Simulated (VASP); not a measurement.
# Li (R-3m) in VASP: notebook

Runs on Li. Level: PBE. Tasks: single point, relaxation of cell and atoms.

Program: VASP 6.6.1. These are calculated values, not measurements. Logs are shortened: lines on timing, memory, paths and dates and some standing lists are left out, and cuts for length are marked.

**1. The structure**

The structure is trigonal, space group R-3m (No. 166). Conventional cell: a = 3.094 Å, b = 3.094 Å, c = 29.419 Å, α = 90.00°, β = 90.00°, γ = 120.00°. Li (site symmetry 3m) is surrounded by 12 Li at 3.03 to 3.09 Å. Li (site symmetry 3m) has 12 Li at 3.03 to 3.09 Å as nearest neighbours.

The cell was built by a generator and needn't be a form met in nature.

**2. Single point, PBE**

Contents of INCAR:

```
ALGO = Fast ; EDIFF = 1E-6
ENCUT = 520 ; GGA = PE
ISIF = 2 ; ISMEAR = 0
LASPH = T ; LCHARG = F
LREAL = F ; LWAVE = F
NBANDS = 14 ; NELM = 100
PREC = Accurate ; SIGMA = 0.1
```

Contents of KPOINTS:

```
k-points
0
Gamma
  6 6 6
```

Contents of POSCAR:

```
Li
1.0
    1.5467940430      0.8930419571      9.8063492148
   -1.5467940430      0.8930419571      9.8063492148
    0.0000000000     -1.7860839143      9.8063492148
Li
4
Direct
    0.1251574910      0.1251574910      0.1251574910
    0.8748425090      0.8748425090      0.8748425090
    0.2916783951      0.2916783951      0.2916783951
    0.7083216049      0.7083216049      0.7083216049
```

Potentials or basis: VASP PAW PBE potentials, release 64 (Li_sv).

The run is started by

```console
cat potpaw_PBE.64/Li_sv/POTCAR > POTCAR
mpirun -np 1 vasp_std > vasp.out
```

OUTCAR:

```text
EDIFF = 1E-6
   ENCUT = 520
   GGA = PE
   ISIF = 2
   ISMEAR = 0
   LASPH = T
   LREAL = F
   NELM = 100
   PREC = Accurate

 ion  position               nearest neighbor table
   1  0.125  0.125  0.125-
   2  0.875  0.875  0.875-
   3  0.292  0.292  0.292-
   4  0.708  0.708  0.708-

  LATTYP: Found a trigonal (rhomboedric) cell.
 ALAT       =     9.9676767941
 COS(alpha) =     0.9518377151

  Lattice vectors:

 A1 = (   1.5467940430,   0.8930419571,   9.8063492148)
 A2 = (  -1.5467940430,   0.8930419571,   9.8063492148)
 A3 = (   0.0000000000,  -1.7860839143,   9.8063492148)

Analysis of symmetry for initial positions (statically):
=====================================================================
 Subroutine PRICEL returns:
 Original cell was already a primitive cell.

 Routine SETGRP: Setting up the symmetry group for a
 trigonal (rhombohedral) supercell.

 Subroutine GETGRP returns: Found 12 space group operations
 (whereof 12 operations were pure point group operations)
 out of a pool of 12 trial point group operations.

The static configuration has the point symmetry D_3d.

Analysis of symmetry for dynamics (positions and initial velocities):
=====================================================================
 Subroutine PRICEL returns:
 Original cell was already a primitive cell.

 Routine SETGRP: Setting up the symmetry group for a
 trigonal (rhombohedral) supercell.

 Subroutine GETGRP returns: Found 12 space group operations
 (whereof 12 operations were pure point group operations)
 out of a pool of 12 trial point group operations.

The dynamic configuration has the point symmetry D_3d.

 Subroutine INISYM returns: Found 12 space group operations
 (whereof 12 operations are pure point group operations),
 and found     1 'primitive' translations

----------------------------------------------------------------------------------------

                                     Primitive cell

  volume of cell :      81.2761

  direct lattice vectors                    reciprocal lattice vectors
     1.546794043  0.893041957  9.806349215     0.323249241  0.186628036  0.033991583
    -1.546794043  0.893041957  9.806349215    -0.323249241  0.186628036  0.033991583
     0.000000000 -1.786083914  9.806349215     0.000000000 -0.373256072  0.033991583

  length of vectors
     9.967676794  9.967676794  9.967676794     0.374800645  0.374800645  0.374800645

  position of ions in fractional coordinates (direct lattice)
     0.125157491  0.125157491  0.125157491
     0.874842509  0.874842509  0.874842509
     0.291678395  0.291678395  0.291678395
     0.708321605  0.708321605  0.708321605

  ion indices of the primitive-cell ions
   primitive index   ion index
                 1           1
                 2           2
                 3           3
                 4           4

----------------------------------------------------------------------------------------

 KPOINTS: k-points

Automatic generation of k-mesh.
 Grid dimensions read from file:
 generate k-points for:    6    6    6

 Generating k-lattice:

  Cartesian coordinates                     Fractional coordinates (reciprocal lattice)
     0.053874873  0.031104673  0.005665264     0.166666667 -0.000000000 -0.000000000
    -0.053874873  0.031104673  0.005665264    -0.000000000  0.166666667 -0.000000000
     0.000000000 -0.062209345  0.005665264     0.000000000  0.000000000  0.166666667

  Length of vectors
     0.062466774  0.062466774  0.062466774

  Shift w.r.t. Gamma in fractional coordinates (k-lattice)
     0.000000000  0.000000000  0.000000000

 Subroutine IBZKPT returns following result:
 ===========================================

 Found     32 irreducible k-points:

 Following reciprocal coordinates:
            Coordinates               Weight
  0.000000  0.000000  0.000000      1.000000
  0.166667 -0.000000  0.000000      6.000000
  0.333333  0.000000 -0.000000      6.000000
  0.500000  0.000000  0.000000      3.000000
  0.166667  0.166667  0.000000      6.000000
  0.333333  0.166667  0.000000     12.000000
[... 16 lines left out ...]
  0.500000  0.500000  0.166667      6.000000
 -0.333333  0.500000  0.166667     12.000000
 [... further k-points ...]
   k-points           NKPTS =     32   k-points in BZ     NKDIM =     32   number of bands    NBANDS=     14
   number of dos      NEDOS =    301   number of ions     NIONS =      4
   total plane-waves  NPLWV = 512000
   dimension x,y,z NGX =    80 NGY =   80 NGZ =   80
   dimension x,y,z NGXF=   160 NGYF=  160 NGZF=  160
   ions per type =               4
   NGX,Y,Z   is equivalent  to a cutoff of  13.34, 13.34, 13.34 a.u.
   NGXF,Y,Z  is equivalent  to a cutoff of  26.69, 26.69, 26.69 a.u.
 SYSTEM =  unknown system
   PREC   = accura    normal or accurate (medium, high low for compatibility)
   ISTART =      0    job   : 0-new  1-cont  2-samecut
   ICHARG =      2    charge: 1-file 2-atom 10-const
   ISPIN  =      1    spin polarized calculation?
   LNONCOLLINEAR =      F non collinear calculations
   LSORBIT =      F    spin-orbit coupling
   LASPH  =      T    aspherical Exc in radial PAW
   ENCUT  =  520.0 eV  38.22 Ry    6.18 a.u.  18.53 18.53 18.53*2*pi/ulx,y,z
   NELM   =    100;   NELMIN=  2; NELMDL= -5     # of ELM steps
   EDIFF  = 0.1E-05   stopping-criterion for ELM
   LREAL  =      F    real-space projection
   EDIFFG = 0.1E-04   stopping-criterion for IOM
   NSW    =      0    number of steps for IOM
   IBRION =     -1    ionic relax: 0-MD 1-quasi-New 2-CG
   NFREE  =      0    steps in history (QN), initial steepest desc. (CG)
   ISIF   =      2    stress and relaxation
   ISYM   =      2    0-nonsym 1-usesym 2-fastsym
   POTIM  = 0.5000    time-step for ionic-motion
   TEBEG  =    0.0;   TEEND  =   0.0 temperature during run
   PSTRESS=    0.0 pullay stress
   NELECT =      12.0000    total number of electrons
   NUPDOWN=      -1.0000    fix difference up-down
   EMIN   =  10.00;   EMAX   =-10.00  energy-range for DOS
   EFERMI =   0.00;   METHOD = LEGACY
   ISMEAR =     0;   SIGMA  =   0.10  broadening in eV -4-tet -1-fermi 0-gaus
   EFERMI_NEDOS =   21; number of points for ismear=-14 and -15
   IALGO  =     68    algorithm
   IMIX   =      4    mixing-type and parameters
     AMIX     =   0.40;   BMIX     =  1.00
     AMIX_MAG =   1.60;   BMIX_MAG =  1.00
  volume/ion in A,a.u.               =      20.32       137.12
  Fermi-wavevector in a.u.,A,eV,Ry     =   0.865262  1.635108 10.186385  0.748678
  Thomas-Fermi vector in A             =   1.983479
   LORBIT       =      0    0 simple, 1 ext, 2 COOP (PROOUT), +10 PAW based schemes
   GGA     = PE    functional components
   LHFCALC =     F    Hartree Fock is set to
   AEXX    =    0.0000 exact exchange contribution
   IVDW    =     0    specifies the selected vdW correction
   LEPSILON=     F    determine dielectric tensor
   LRPA    =     F    only Hartree local field effects (RPA)
 non-spin polarized calculation
 RMM-DIIS sequential band-by-band and
 Gauss-broadening in eV      SIGMA  =   0.10
  energy-cutoff  :      520.00
  volume of cell :       81.28
 maximum number of plane-waves:      2206
 NGX is ok and might be reduce to    80
   NGX = 37   NGY = 37   NGZ = 37

 number of electron      11.9999996 magnetization

 Free energy of the ion-electron system (eV)
  ---------------------------------------------------
  ext. energy  EPLUGINS =         0.00000000
  ---------------------------------------------------
  free energy    TOTEN  =        -7.58987166 eV

  energy without entropy =       -7.57862969  energy(sigma->0) =       -7.58425068

 E-fermi :   0.5419     XC(G=0):  -7.0385

 val. band max:        0.5288826375   @ k =  -0.3333  -0.3333   0.1667
 cond. band min:       0.5760624232   @ k =   0.1667   0.1667   0.1667
 fundamental gap:      0.0471797857
 Fermi energy:         0.5418711924

 k-point     1 :       0.0000    0.0000    0.0000
  band No.  band energies     occupation
      1     -45.9213      2.00000
      2     -45.9114      2.00000
      3     -45.9098      2.00000
      4     -45.8996      2.00000
      5      -2.9391      2.00000
      6      -1.7817      2.00000
      7      -1.7767      2.00000
      8       0.7702      0.00124
      9       3.7722      0.00000
     10       9.0347      0.00000
     11       9.0640      0.00000
     12      12.7861      0.00000
     13      12.7863      0.00000
     14      13.5155      0.00000

 k-point     2 :       0.1667   -0.0000    0.0000
  band No.  band energies     occupation
      1     -45.9176      2.00000
      2     -45.9091      2.00000
      3     -45.9067      2.00000
      4     -45.8980      2.00000
      5      -2.5026      2.00000
      6      -1.4639      2.00000
      7      -1.2025      2.00000
      8       1.3127      0.00000
      9       3.9352      0.00000
     10       8.7609      0.00000
     11       9.0896      0.00000
     12       9.9984      0.00000
     13      10.6869      0.00000
     14      11.0837      0.00000

 k-point     3 :       0.3333    0.0000   -0.0000
  band No.  band energies     occupation
      1     -45.9096      2.00000
      2     -45.9044      2.00000
      3     -45.9009      2.00000
      4     -45.8955      2.00000
      5      -1.1931      2.00000
      6      -0.3171      2.00000
      7       0.2340      1.99999
      8       2.8284      0.00000
      9       3.6950      0.00000
     10       5.8360      0.00000
     11       6.4696      0.00000
     12       7.5375      0.00000
     13       8.7368      0.00000
     14       9.5895      0.00000

 k-point     4 :       0.5000    0.0000    0.0000
  band No.  band energies     occupation
      1     -45.9051      2.00000
      2     -45.9022      2.00000
      3     -45.8978      2.00000
      4     -45.8949      2.00000
      5       0.6536      0.11424
      6       0.7316      0.00728
      7       1.5072      0.00000
      8       1.8112      0.00000
      9       3.6654      0.00000
     10       4.4457      0.00000
     11       5.3268      0.00000
     12       5.8342      0.00000
     13       8.0121      0.00000
     14       8.5572      0.00000

 k-point     5 :       0.1667    0.1667    0.0000
  band No.  band energies     occupation
      1     -45.9176      2.00000
      2     -45.9095      2.00000
      3     -45.9063      2.00000
      4     -45.8981      2.00000
      5      -2.4921      2.00000
      6      -1.5806      2.00000
      7      -1.0643      2.00000
      8       1.2326      0.00000
      9       4.0491      0.00000
     10       8.1795      0.00000
     11       9.6323      0.00000
[... 276 lines left out ...]
 k-point    22 :      -0.1667    0.3333    0.1667
  band No.  band energies     occupation
      1     -45.9052      2.00000
      2     -45.9019      2.00000
      3     -45.8981      2.00000
      4     -45.8947      2.00000
      5       0.0890      2.00000
      6       0.9752      0.00000
      7       1.3059      0.00000
      8       2.9214      0.00000
      9       4.1558      0.00000
     10       4.7058      0.00000
     11       5.3758      0.00000
     12       5.9365      0.00000
     13       6.0948      0.00000
     14       7.8784      0.00000

 k-point    23 :       0.5000    0.5000    0.1667
  band No.  band energies     occupation
      1     -45.9094      2.00000
      2     -45.9052      2.00000
      3     -45.9001      2.00000
      4     -45.8957      2.00000
      5      -1.0478      2.00000
      6      -0.7641      2.00000
      7       1.0083      0.00000
      8       1.7587      0.00000
      9       4.8887      0.00000
     10       5.1337      0.00000
     11       6.9442      0.00000
     12       7.5001      0.00000
     13       8.5887      0.00000
     14       9.2443      0.00000

 k-point    24 :      -0.3333    0.5000    0.1667
  band No.  band energies     occupation
      1     -45.9051      2.00000
      2     -45.9022      2.00000
      3     -45.8979      2.00000
      4     -45.8948      2.00000
      5       0.2635      1.99992
      6       0.4503      1.80483
      7       2.0821      0.00000
      8       2.4927      0.00000
      9       3.9877      0.00000
     10       4.5614      0.00000
     11       5.2879      0.00000
     12       5.9240      0.00000
     13       7.1107      0.00000
     14       7.7031      0.00000

 [... further k-points ...]
[... 5 lines left out ...]
  --------------------------------------------------------------------------------------
  -------------------------------------------------------------------------------------
  Total       -0.0227192     -0.0227192     -0.0221220      0.0000000      0.0000000     -0.0000000
  in kB       -0.4478580     -0.4478580     -0.4360851      0.0000000      0.0000000     -0.0000000
  external PRESSURE =      -0.4439337 kB  Pullay stress =       0.0000000 kB

 VOLUME and BASIS-vectors are now :
 -----------------------------------------------------------------------------
  energy-cutoff  :      520.00
  volume of cell :       81.28
      direct lattice vectors                 reciprocal lattice vectors
     1.546794043  0.893041957  9.806349215     0.323249241  0.186628036  0.033991583
    -1.546794043  0.893041957  9.806349215    -0.323249241  0.186628036  0.033991583
     0.000000000 -1.786083914  9.806349215     0.000000000 -0.373256072  0.033991583

 POSITION                                       TOTAL-FORCE (eV/Angst)
 -----------------------------------------------------------------------------------
      0.00000     -0.00000      3.68201         0.000000      0.000000     -0.010770
      0.00000     -0.00000     25.73703         0.000000     -0.000000      0.010770
      0.00000     -0.00000      8.58090         0.000000      0.000000     -0.004378
      0.00000     -0.00000     20.83815         0.000000     -0.000000      0.004378
 -----------------------------------------------------------------------------------
    total drift:                               -0.000000     -0.000000      0.000000

  FREE ENERGIE OF THE ION-ELECTRON SYSTEM (eV)
  ---------------------------------------------------
  free  energy   TOTEN  =        -7.5898716627 eV

  energy  without entropy=       -7.5786296908  energy(sigma->0) =       -7.58425068
```

It took 9.8 min on 1 thread of Intel Xeon Platinum 8488C (Sapphire Rapids), shared host; peak memory 0.86 GiB.

What came out:

| Item | Value |
| --- | --- |
| Free energy | -7.5899 eV |
| Largest force | 0.011 eV/Å |
| Band gap on the k mesh | none (metal or under the smearing width) |

Forces on the atoms (eV/Å):
```
Li   0.000  0.000 -0.011
Li   0.000  0.000  0.011
Li   0.000  0.000 -0.004
Li   0.000  0.000  0.004
```

Levels at points of the mesh, in eV from the Fermi level:
```tsv
k point	band 4	band 5	band 6	band 7	band 8	band 9
(0.00, 0.00, 0.00)	-46.44	-3.48	-2.32	-2.32	0.23	3.23
(0.50, 0.00, 0.00)	-46.44	0.11	0.19	0.97	1.27	3.12
(0.50, 0.50, 0.00)	-46.44	-0.03	0.62	0.62	1.28	3.45
(0.50, 0.50, 0.50)	-46.44	-3.19	-3.19	-0.93	-0.93	5.08
```

Caveat: the k mesh is coarse (spacing up to 0.39 Å⁻¹), so the values aren't converged; the cutoff is under 1.25 times the usual one of these potentials, so pressure, stress and relaxed cells hold a basis-set (Pulay) error.

(Continued in part 2 of 2.)
